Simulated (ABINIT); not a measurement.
Crystal: CdS.

```
Cd S
1.0
     0.00000    2.75324    2.75324
     2.75324    0.00000    2.75324
     2.75324    2.75324    0.00000
Cd S
1 1
Direct
  0.00000 0.00000 0.00000
  0.50000 0.50000 0.50000
```

Measurements of this composition are mostly on another form, of space group No. 186.

Base run:

* Program: ABINIT 10.8.3 (patched build)
* Functional: RPBE
* Potentials or basis: JTH PAW PBE v2.0
* Cutoff: 707 eV
* k mesh: 8 × 8 × 8
* Occupations: fermi-dirac, width 0.05 eV
* Spin: no spin polarisation

Its results: band gap on the k mesh 0.36 eV, indirect (least direct gap 1.67 eV); pressure 1.9 GPa.

Task: After a change of settings the same cell gave: band gap on the k mesh 0.25 eV, indirect (least direct gap 1.54 eV); pressure -0.7 GPa. Which change was it?
A. functional from RPBE to PBEsol
B. functional from RPBE to PBE
C. functional from RPBE to r2SCAN
D. functional from RPBE to SCAN

Result: B.

PBE binds more tightly than RPBE, so the same cell stands under less pressure.

Caveats: the PAW data sets were made with another functional, which shifts forces and pressure a little (some runs).
